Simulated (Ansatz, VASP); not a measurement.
# GaAs (GaAs(110)) in two plane-wave programs, part 2 of 3

Wanted: the spread between two codes on one cell, functional and k mesh. Of the first pair: The structure shown is the end of the VASP relaxation below. Valence electrons are named where the data sets of a main pair hold unlike numbers.

VASP 6.6.1 and Ansatz 0.2.0.

So far: Set-up; VASP: relaxation, PBE.

### Step 3. Ansatz: single point, PBE

Level of this step: Ansatz beside VASP: Kohn-Sham DFT, plane waves, PBE (Ansatz).

Ansatz runs on its default PAW (the set named soft_2) files.

The same cell, functional, mesh and smearing now go to Ansatz, which takes its cutoff from its data sets.

Input file input.yaml:

```yaml
crystal:
  lattice:
    - [4.07345318, 0.0, 0.0]
    - [0.0, 5.76073273, 0.0]
    - [0.0, 0.0, 32.29381272]
  atoms:
    - { symbol: Ga, position: [0.0, 0.06048142, 0.26176433] }
    - { symbol: Ga, position: [0.5, 0.48383904, 0.30732529] }
    - { symbol: Ga, position: [0.0, 0.98980489, 0.37449793] }
    - { symbol: Ga, position: [0.5, 0.48912055, 0.43632086] }
    - { symbol: Ga, position: [0.0, 0.99188942, 0.5] }
    - { symbol: Ga, position: [0.5, 0.48912055, 0.56367914] }
    - { symbol: Ga, position: [0.0, 0.98980489, 0.62550207] }
    - { symbol: Ga, position: [0.5, 0.48383904, 0.69267471] }
    - { symbol: Ga, position: [0.0, 0.06048142, 0.73823567] }
    - { symbol: As, position: [0.0, 0.73528342, 0.311251] }
    - { symbol: As, position: [0.5, 0.26832436, 0.23969487] }
    - { symbol: As, position: [0.0, 0.73947362, 0.43722754] }
    - { symbol: As, position: [0.5, 0.2418323, 0.37261982] }
    - { symbol: As, position: [0.0, 0.73947362, 0.56277246] }
    - { symbol: As, position: [0.5, 0.2417914, 0.5] }
    - { symbol: As, position: [0.0, 0.73528342, 0.688749] }
    - { symbol: As, position: [0.5, 0.2418323, 0.62738018] }
    - { symbol: As, position: [0.5, 0.26832436, 0.76030513] }
hamiltonian:
  xc: pbe
  pseudopotentials: { kind: paw }
kpoints:
  mp_grid: { grid: [6, 4, 1] }
scf:
  occupations: { method: gaussian, width: 0.03 }
  n_extra_bands: 8
efield:
  axis: 3
  dipole_correction: true
  ramp_width: 0.04
output:
  forces: true
  eigenvalues: true
  write_density: true
  write_potential: true
  elf: true
  volumetric_format: npy
```

On the command line:

```console
$ ansatz run input.yaml --threads 8 --pin off --max-ram 18432MiB --backend cpu --events-out ev --progress --plain --runs-dir out
```

Numbers of over 12 decimals in the logs are rounded to 6 here.

Output:

```text
scf.n_extra_bands = 8 over 126 filled bands (N_el = 252.0): the run solves 134 bands
Engine: ansatz 0.2.0, aarch64-unknown-linux-gnu
Pseudopotentials: kind: paw
Pseudopotential: Ga, paw, valence charge 13, recommended cutoff 420 eV (normal), Ga.paw.azcp
Pseudopotential: As, paw, valence charge 15, recommended cutoff 420 eV (normal), As.paw.azcp
Functional definition: PBE
  parameter kappa = 0.804
  parameter beta = 0.066725
  exchange = pbe_x(kappa = kappa, mu = beta*pi^2/3)
  correlation = pbe_c(beta = beta)
Crystal: 18 atoms, lattice volume = 757.809 Å³
Basis set: ecut = 420 eV, 14857 PW (Γ), exchange–correlation on 60×80×432 points (8 copies of the dense FFT grid, shifted against one another)
Bands: 134, of which v1, the nominal top of the filled ones, is band 126 counted from 1 (125 counted from 0)
Symmetry: 2 space group operations
k-points: 12 of 24 (time reversal used)
Non-local potential: Ga, projectors of the file, l = 0: 2, l = 1: 2, l = 2: 3, l = 3: 1
Non-local potential: As, projectors of the file, l = 0: 2, l = 1: 2, l = 2: 3, l = 3: 1
PAW form: soft (Blöchl's): semilocal exchange-correlation on the pseudo side does not see the compensation charge
PAW one-centre angular grid: Ga, 590 points (default); XC on 64 Gauss nodes
PAW one-centre angular grid: As, 590 points (default); XC on 64 Gauss nodes
Initial density: superposition of atomic densities (neutral atoms: chi_scale 0, normalization atom), corrected by the library's trained network
Initial wavefunctions: pseudopotential atomic-orbital guess
Functional: x = pbe(κ = 0.804, μ = 0.219515), c = pbe(β = 0.066725)
SCF iter   1: F=—  HF=-77757.054268 eV  |F-HF|=—  |Δ(HF+E_count)|=         —  Δρ=1.63e-3  dr2=9.36e-2  ethr=1.77e-3  p=0.000 e·Å  D=9.69e-14 V/Å  ΔV_dip=-0.00 eV  dr2_dipole=4.22e-8  V_vac-E_F(+/−)=4.46/4.46 eV  ⟨swp⟩=6.2  Hψ=6016  notcnv=0
efield: sawtooth ramp at fractional position 0.9800 (placed from the atoms, in the widest stretch of the axis that holds none; the zero of the levels goes with the place), width 0.0400; the density the first Hamiltonian is built on has a dipole p = 0.000 e·Å; the dipole correction subtracts the counter field D = 9.69e-14 V/Å, which shifts the + side's vacuum level by -0.00 eV against the − side's; the planar-averaged density in the ramp window peaks in size at 6.1e-6 e/Å³
preconditioner: auto → Resta (q_TF=auto, 2.271 Å⁻¹)  ε∞=2.9  [insulator: Δε(μ)=0.566 eV  Ē_g=12.452 eV  σ=0.030 eV  W_gap=1.00  n_scr=164 (ndim 8)  ℏωp=17.2 eV  f_vac=0.429  D(μ)=0.00/eV (n_scr^D=0)  ε∞_Penn≈2.9  vacuum switching on, ρ_ref=1.1e-2 e/Å³]
SCF iter   2: F=—  HF=-77757.041916 eV  |F-HF|=—  |Δ(HF+E_count)|=   1.24e-2  Δρ=9.67e-4  dr2=7.22e-2  ethr=3.71e-5  p=0.000 e·Å  D=2.55e-5 V/Å  ΔV_dip=-0.00 eV  dr2_dipole=2.94e-7  V_vac-E_F(+/−)=4.69/4.69 eV  ⟨swp⟩=3.2  Hψ=3139  notcnv=0  defer=23
SCF iter   3: F=—  HF=-77757.035513 eV  |F-HF|=—  |Δ(HF+E_count)|=   6.40e-3  Δρ=6.22e-4  dr2=5.19e-3  ethr=2.86e-5  p=-0.000 e·Å  D=-1.13e-5 V/Å  ΔV_dip=0.00 eV  dr2_dipole=5.19e-8  V_vac-E_F(+/−)=4.56/4.56 eV  ⟨swp⟩=2.5  Hψ=1872  notcnv=0  defer=23
SCF iter   4: F=—  HF=-77757.036519 eV  |F-HF|=—  |Δ(HF+E_count)|=   1.01e-3  Δρ=2.88e-4  dr2=8.17e-4  ethr=2.06e-6  p=0.000 e·Å  D=4.74e-5 V/Å  ΔV_dip=-0.00 eV  dr2_dipole=8.97e-7  V_vac-E_F(+/−)=4.56/4.56 eV  ⟨swp⟩=2.0  Hψ=2639  notcnv=0  defer=23
SCF iter   5: F=—  HF=-77757.036261 eV  |F-HF|=—  |Δ(HF+E_count)|=   2.58e-4  Δρ=1.16e-4  dr2=1.20e-4  ethr=3.24e-7  p=-0.000 e·Å  D=-3.52e-5 V/Å  ΔV_dip=0.00 eV  dr2_dipole=5.16e-7  V_vac-E_F(+/−)=4.56/4.56 eV  ⟨swp⟩=2.0  Hψ=2677  notcnv=0  defer=23
SCF iter   6: F=—  HF=-77757.036345 eV  |F-HF|=—  |Δ(HF+E_count)|=   8.34e-5  Δρ=5.22e-5  dr2=4.47e-5  ethr=4.75e-8  p=0.001 e·Å  D=2.66e-4 V/Å  ΔV_dip=-0.01 eV  dr2_dipole=2.91e-5  V_vac-E_F(+/−)=4.55/4.56 eV  ⟨swp⟩=2.0  Hψ=3097  notcnv=0  defer=23
SCF iter   7: F=—  HF=-77757.036439 eV  |F-HF|=—  |Δ(HF+E_count)|=   9.38e-5  Δρ=2.63e-5  dr2=4.14e-5  ethr=1.78e-8  p=-0.001 e·Å  D=-3.07e-4 V/Å  ΔV_dip=0.01 eV  dr2_dipole=3.88e-5  V_vac-E_F(+/−)=4.56/4.55 eV  ⟨swp⟩=2.0  Hψ=3120  notcnv=0  defer=23
SCF iter   8: F=—  HF=-77757.036434 eV  |F-HF|=—  |Δ(HF+E_count)|=   4.91e-6  Δρ=1.19e-5  dr2=2.13e-6  ethr=1.64e-8  p=0.000 e·Å  D=7.02e-6 V/Å  ΔV_dip=-0.00 eV  dr2_dipole=2.01e-8  V_vac-E_F(+/−)=4.56/4.56 eV  ⟨swp⟩=2.0  Hψ=1797  notcnv=0  defer=23
SCF iter   9: F=—  HF=-77757.036434 eV  |F-HF|=—  |Δ(HF+E_count)|=   6.52e-7  Δρ=5.78e-6  dr2=2.29e-7  ethr=8.46e-10  p=-0.000 e·Å  D=-1.81e-6 V/Å  ΔV_dip=0.00 eV  dr2_dipole=1.54e-9  V_vac-E_F(+/−)=4.56/4.56 eV  ⟨swp⟩=2.0  Hψ=3097  notcnv=0  defer=23
SCF iter  10: F=-77757.036435 eV  HF=-77757.036435 eV  |F-HF|=3.79e-8  |Δ(HF+E_count)|=   4.38e-7  Δρ=1.93e-6  dr2=7.27e-8  ethr=3.97e-11  p=-0.000 e·Å  D=-5.28e-7 V/Å  ΔV_dip=0.00 eV  dr2_dipole=2.37e-11  V_vac-E_F(+/−)=4.56/4.56 eV  ⟨swp⟩=14.8  Hψ=12118  notcnv=0
SCF 1 converged in 10 iterations: F = -77757.036435 eV  dr2 = 7.27e-8
  greatest PAW one-centre occupation: 0.999 electrons in one spin orbital (limit 2), on the As atom at site 17 (counted from 0), in its partial waves of l = 2
WARN: The output density's exchange-correlation potential varies sharply where the density is thin. Do not read a vacuum level from v_tot or v_xc, or from such a field of the output density. On a cell that repeats whose density bears no net charge and no dipole along the vacuum's axis use v_es (v_loc + v_h of the components); under efield.dipole_correction with no amplitude use v_es + v_field, which holds any externa [...]
SCF converged after 10 iterations
Free energy (F): -77757.036435 eV
Harris-Foulkes:  -77757.036435 eV  (|F-HF|=3.79e-8)
Internal energy: -77757.036435 eV  (E = F + TS)
E sigma→0 (E₀):  -77757.036435 eV
Fermi energy:    2.429517 eV
Dipole field:    D = 0.000003 V/Å  (p = 0.000012 e·Å, saw-weighted, corrected)
Work function:   Φ+ = 4.5554 eV   Φ− = 4.5554 eV
Levels:          The Fermi level and band energies are counted from a zero that moves with the ramp; work functions are not
--- Per-component energies (eV) ---
  E_band       = -4295.082398
  E_kinetic    = 1957.031161
  E_local      = -286500.146593  (includes V_loc(G=0)·N_el)
  E_nonlocal   = -2214.895520
  E_hartree    = 142649.906983
  E_xc         = -1327.547816
  E_vxc        = -1225.058228  (∫ρ·V_xc dr)
  E_paw        = -34415.466094  (= ΣΔE_a)
  E_vpaw       = -1611.782258  (= ΣTr[D̂ρ^β])
  E_aug_tail   = -0.001020  (compensation charges beyond the density's cutoff)
  E_efield     = 0.000000  (sawtooth field / dipole correction)
  E_vefield    = 0.000000  (∫n·V_field dr)
  E_ewald      = 102094.082464
  E_smearing   = -0.000000  (= −TS)
  E_closure    = -0.000000  (closes the sum)
  Σ components = -77757.036435   (vs F -77757.036435, Δ=0.00e0)
--- Forces (eV/Å), atoms counted from 1 ---
  atom   1  Ga     0.00000000    -0.00623323    -0.00068158
  atom   2  Ga     0.00000000     0.01215991     0.02490743
  atom   3  Ga     0.00000000     0.00982643    -0.00512700
  atom   4  Ga     0.00000000     0.00422373    -0.00982231
  atom   5  Ga     0.00000000    -0.01225283    -0.00000570
  atom   6  Ga     0.00000000     0.00421604     0.00981459
  atom   7  Ga     0.00000000     0.00981763     0.00512777
  atom   8  Ga     0.00000000     0.01215539    -0.02490150
  atom   9  Ga     0.00000000    -0.00622641     0.00068244
  atom  10  As     0.00000000     0.02255421    -0.01193383
  atom  11  As     0.00000000    -0.02290207     0.08423456
  atom  12  As     0.00000000    -0.00196419    -0.00461184
  atom  13  As     0.00000000     0.00103549     0.02199073
  atom  14  As     0.00000000    -0.00196180     0.00462214
  atom  15  As     0.00000000    -0.02511285     0.00000771
  atom  16  As     0.00000000     0.02255466     0.01192266
  atom  17  As     0.00000000     0.00103912    -0.02199399
  atom  18  As     0.00000000    -0.02289945    -0.08424080
  max |Σ_I F_I| component: 2.98e-5 eV/Å
--- Band table (eV; the first three rows and the last of 12) ---
  k-point 0: bands = [... 122 lower, 1.7940, 1.8885, 2.0135, 2.1170, 2.7420, 3.5306, 3.6993, 3.7796, ... 4 higher]
  k-point 1: bands = [... 122 lower, 1.5662, 1.5713, 1.6206, 1.6512, 3.4168, 3.4247, 3.5363, 3.7386, ... 4 higher]
  k-point 2: bands = [... 122 lower, 1.1107, 1.1427, 1.2310, 1.2715, 3.0247, 3.1930, 3.2843, 3.6429, ... 4 higher]
  k-point 11: bands = [... 122 lower, 0.8585, 0.9625, 1.2659, 1.3339, 2.9596, 3.5390, 3.5535, 4.5428, ... 4 higher]
```

It took 26 s on 8 threads of Arm Neoverse V2, shared host; peak memory 4 GiB; 3.4 min of CPU time.

### Step 4. Comparison

Known differences besides the potentials themselves: the data sets hold 252 valence electrons in Ansatz (on its default PAW (the set named soft_2) files) and 72 in VASP; the cutoff is 420 eV in Ansatz and 320 eV in VASP (PREC = Normal, projectors in real space); VASP leaves aspherical gradient terms in its spheres out (LASPH is not set), Ansatz keeps them. Total energies have different zeros and are not compared.

The two programs side by side:

```csv
quantity,Ansatz,VASP,difference
gap on the k mesh (eV),0.625,0.658,-0.033
```

At this near-relaxed geometry the largest component of a force difference is 65 meV/Å. A gap on the mesh is an upper bound, since the band edges may lie between its points. With vacuum in the cell, a pressure given here is an average over mostly empty space and none of the material.

### Step 5. Other set-ups

Further runs change the set-up of one program: Ansatz's method, potentials or start, or VASP's data sets, cutoff or form of LDA. The table gives Ansatz less VASP for each quantity, since a change that brings one quantity closer may part another.

```csv
run,r.m.s. force difference (meV/Å),gap on the k mesh (eV)
as above,14,-0.033
norm-conserving potentials (cutoff 1143 eV),13,-0.034
```

### Step 6. VASP: band structure, PBE

The same path points are solved in both programs, so levels can be compared one by one.

Input file INCAR:

```
SYSTEM = GaAs
PREC = Normal
ENCUT = 320
EDIFF = 1E-06
NELM = 120
ISMEAR = 0
SIGMA = 0.03
LREAL = Auto
ALGO = Fast
GGA = PE
NBANDS = 54
LORBIT = 11
LWAVE = .FALSE.
LCHARG = .TRUE.
KPAR = 2
IDIPOL = 3
LDIPOL = .TRUE.
DIPOL = 0.5 0.5 0.5
LVHAR = .TRUE.
LVACPOTAV = .TRUE.
NEDOS = 1500
```

Input file POSCAR:

```
GaAs
1.0
    4.0734531811      0.0000000000      0.0000000000
    0.0000000000      5.7607327344      0.0000000000
    0.0000000000      0.0000000000     32.2938127244
Ga As
9 9
Direct
    0.0000000000      0.0604814193      0.2617643335
    0.5000000000      0.4838390366      0.3073252879
    0.0000000000      0.9898048892      0.3744979291
    0.5000000000      0.4891205541      0.4363208566
    0.0000000000      0.9918894169      0.5000000000
    0.5000000000      0.4891205541      0.5636791434
    0.0000000000      0.9898048892      0.6255020709
    0.5000000000      0.4838390366      0.6926747121
    0.0000000000      0.0604814193      0.7382356665
    0.0000000000      0.7352834158      0.3112509978
    0.5000000000      0.2683243636      0.2396948668
    0.0000000000      0.7394736164      0.4372275437
    0.5000000000      0.2418322986      0.3726198175
    0.0000000000      0.7394736164      0.5627724563
    0.5000000000      0.2417913958      0.5000000000
    0.0000000000      0.7352834158      0.6887490022
    0.5000000000      0.2418322986      0.6273801825
    0.5000000000      0.2683243636      0.7603051332
```

Input file KPOINTS:

```
Automatic mesh
0
Gamma
6 4 1
0 0 0
```

Input file KPOINTS_OPT:

```
Line mode
14
Line-mode
Reciprocal
  0.00000000   0.00000000   0.00000000 GAMMA
  0.50000000   0.00000000   0.00000000 X

  0.50000000   0.00000000   0.00000000 X
  0.50000000   0.50000000   0.00000000 S

  0.50000000   0.50000000   0.00000000 S
  0.00000000   0.50000000   0.00000000 Y

  0.00000000   0.50000000   0.00000000 Y
  0.00000000   0.00000000   0.00000000 GAMMA

  0.00000000   0.00000000   0.00000000 GAMMA
  0.50000000   0.50000000   0.00000000 S
```

Potentials, in the order of the species: Ga and As (PBE family, release 64).

On the command line:

```console
$ mpirun -np 4 vasp_std
```

Output:

```text
[banner, memory and clock lines left out]
running    4 mpi-ranks, on    1 nodes
[...]
LDA part: xc-table for (Slater+PW92), standard interpolation
 POSCAR, INCAR and KPOINTS ok, starting setup
[...]
entering main loop
       N       E                     dE             d eps       ncg     rms          rms(c)
DAV:   1     0.302643761272E+03    0.30264E+03   -0.18499E+04  1296   0.686E+02
DAV:   2    -0.381361507068E+02   -0.34078E+03   -0.32923E+03  1736   0.149E+02
DAV:   3    -0.733183203433E+02   -0.35182E+02   -0.34741E+02  1592   0.499E+01
DAV:   4    -0.746188391690E+02   -0.13005E+01   -0.12970E+01  1696   0.109E+01
[...]
RMM:  21    -0.728680280252E+02   -0.89059E-05   -0.67072E-07  1108   0.163E-03    0.667E-04
RMM:  22    -0.728680290292E+02   -0.10040E-05   -0.62829E-08   574   0.736E-04    0.322E-04
RMM:  23    -0.728680294989E+02   -0.46968E-06   -0.40402E-08   542   0.793E-04
|                                                                             |
[...]
|     workfunction values.                                                    |
|                                                                             |

   1 F= -.72868029E+02 E0= -.72868029E+02  d E =-.843620E-11
 Start KPOINTS_OPT (optional k-point list driver)
k-point batch [1-12\70]
       N       E                     dE             ncg
DAV:   1    -0.587644425540E+03   -0.74942E+04     1296
DAV:   2    -0.455150649397E+04   -0.39639E+04     1732
DAV:   3    -0.496177793790E+04   -0.41027E+03     1568
DAV:   4    -0.497640932097E+04   -0.14631E+02     1728
[...]
DAV:   8    -0.497682362015E+04   -0.26453E-04     1634
DAV:   9    -0.497682362132E+04   -0.11682E-05     1250
DAV:  10    -0.497682362147E+04   -0.14849E-06     1026
[...]
k-point batch [61-70\70]
       N       E                     dE             ncg
DAV:   1    -0.453076965008E+03   -0.12532E+05     1080
DAV:   2    -0.368290258105E+04   -0.32298E+04     1506
DAV:   3    -0.400014311400E+04   -0.31724E+03     1296
DAV:   4    -0.401080337281E+04   -0.10660E+02     1456
[...]
DAV:   8    -0.401112681412E+04   -0.32909E-04     1432
DAV:   9    -0.401112681565E+04   -0.15301E-05     1144
DAV:  10    -0.401112681581E+04   -0.15778E-06      944
```

OUTCAR, selected parts (step 6):

```text
  Total       -2.0182137     -0.9824845     -0.4163958      0.0000000      0.0000000      0.0000000
  in kB       -4.2669540     -2.0771915     -0.8803535      0.0000000      0.0000000      0.0000000
  external PRESSURE =      -2.4081663 kB  Pullay stress =       0.0000000 kB

 POSITION                                       TOTAL-FORCE (eV/Angst)
 -----------------------------------------------------------------------------------
      0.00000      0.34842      8.45337         0.000000     -0.010695     -0.009149
      2.03673      2.78727      9.92471         0.000000      0.011355      0.026044
      0.00000      5.70200     12.09397         0.000000      0.003534     -0.007441
      2.03673      2.81769     14.09046        -0.000000     -0.002604     -0.003633
      0.00000      5.71401     16.14691         0.000000     -0.005164      0.000000
      2.03673      2.81769     18.20335        -0.000000     -0.002604      0.003633
      0.00000      5.70200     20.19985         0.000000      0.003534      0.007441
      2.03673      2.78727     22.36911         0.000000      0.011355     -0.026044
      0.00000      0.34842     23.84044         0.000000     -0.010695      0.009149
      0.00000      4.23577     10.05148        -0.000000      0.008200     -0.009266
      2.03673      1.54574      7.74066        -0.000000      0.002722      0.018778
      0.00000      4.25991     14.11974         0.000000     -0.001971     -0.009213
      2.03673      1.39313     12.03331         0.000000      0.000856      0.010973
      0.00000      4.25991     18.17407         0.000000     -0.001971      0.009213
[...]
-----------------------------------------------------------------------------------
    total drift:                                0.000000      0.027246     -0.000003

  FREE ENERGIE OF THE ION-ELECTRON SYSTEM (eV)
  ---------------------------------------------------
  free  energy   TOTEN  =       -72.8680294989 eV

  energy  without entropy=      -72.8680294989  energy(sigma->0) =      -72.86802950

[... 2 parts as in an earlier step ...]

[... 1 further part left out ...]
[key lines of the parts left out:]
E-fermi :  -0.6851
```

(Part 2 of 3 ends here.)

[Lines on the potential files, build, host, timing and source positions are cut from VASP's logs without a mark.]

[Logs are printed without paths, hosts, clocks, repeated set-up lines and the standing remarks that a program may print on its own settings, such as how far it seeks lower states.]

[Hosts, paths, dates, database ids (printed as entryN), source tags and the programs' standing remarks are cut or masked in the printed files.]
